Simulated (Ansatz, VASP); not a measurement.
## Sn: VASP beside Ansatz

```
Sn
1.0
    -1.89465    1.89465    1.89465
     1.89465   -1.89465    1.89465
     1.89465    1.89465   -1.89465
Sn
1
Direct
  0.00000 0.00000 0.00000
```

This isn't the form of Sn at room conditions, which is tetragonal (white tin).

Alike in both runs: task relaxation of cell and atoms; functional PBEsol; dispersion D3(BJ); k mesh 10 × 10 × 10; occupations fermi-dirac, width 0.05 eV; no spin polarisation.

|  | VASP | Ansatz |
| --- | --- | --- |
| version | VASP 6.6.1 | Ansatz 0.2.0 |
| potentials or method | VASP PAW PBE potentials, release 64 (Sn_d) | Ansatz PAW |
| plane-wave cutoff (eV) | 600 | 420 |
| valence electrons in the cell | 14 | 14 |

|  | VASP | Ansatz | Ansatz less VASP |
| --- | --- | --- | --- |
| gap on the k mesh at the Fermi level, each at its own relaxed structure (eV) | none | none | - |
| relaxed volume (Å³/atom) | 24.76 | 24.76 | +0.005 |
| relaxed cell length with the largest relative difference (Å) | 3.180 | 3.180 | +0.0002 |
| energy change over the relaxation (meV/atom) | -39 | -39 | -0.1 |

A gap of «none» marks a metal or a gap that the smearing closes.

Caveats: pairwise dispersion overbinds metals, which lowers pressure and volume; the PAW data sets were made with another functional, which shifts forces and pressure a little (VASP); the plane-wave basis is chosen anew once the cell has moved, so the energies of steps on either side of that aren't comparable (Ansatz); the PAW data sets come from PBE, with cores solved anew for the run's functional, which leaves a small shift of forces and pressure (Ansatz).
